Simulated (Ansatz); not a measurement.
Theory: DFT PBE, scalar-relativistic, plane waves, PAW (Ansatz). All cells share a 420 eV cutoff and Γ-centred k meshes spaced at most about 0.3 Å⁻¹ (about 0.25 or finer for metals, 2π included). No spin polarisation.

These are static total energies at zero pressure.

Compare these two cells of Cs2Cl, each relaxed at this level.

A.

```
Cs Cl
1.0
     0.00000    4.39635    4.39635
     4.39635    0.00000    4.39635
     4.39635    4.39635    0.00000
Cs Cl
2 1
Direct
  0.25000 0.25000 0.25000
  0.75000 0.75000 0.75000
  0.00000 0.00000 0.00000
```

B.

```
Cs Cl
1.0
     8.70254    0.00000    0.00000
     0.00000    8.70254    0.00000
     0.00000    0.00000    5.03513
Cs Cl
4 2
Cartesian
  2.5536 2.5536 0.0000
  1.7977 6.9049 2.5176
  6.1489 6.1489 0.0000
  6.9049 1.7977 2.5176
  0.0000 0.0000 0.0000
  4.3513 4.3513 2.5176
```

Question: Which is lower in energy, and by how much?

Answer: B is lower, by 140 meV/atom. A has the anti-fluorite type, space group Fm-3m (No. 225), 56.6 Å³/atom and no gap on its mesh; B has the anti-rutile type, space group P4_2/mnm (No. 136), 63.6 Å³/atom and no gap. Counting Cl atoms around Cs (those within 1.25 times the shortest such distance or 1.15 times the sum of covalent radii), A has Cs 4 and B has Cs 3. The lower one is the more open, so pressure narrows the difference. In A, Cs is surrounded by 4 Cl at 3.81 Å and 6 Cs at 4.40 Å; Cl has 8 Cs at 3.81 Å. In B, Cs has 3 Cl at 3.58–3.61 Å and 11 Cs at 5.04–5.08 Å; Cl has 6 Cs at 3.58–3.61 Å. Both come from invented guesses.

In Fm-3m an odd number of electrons in the primitive cell allows no gap without spin; a larger cell or a magnetic state could open one. A magnetic state wasn't ruled out in cells without spin, among them Fm-3m, P4_2/mnm. Cells relaxed within their symmetry can be saddle points.
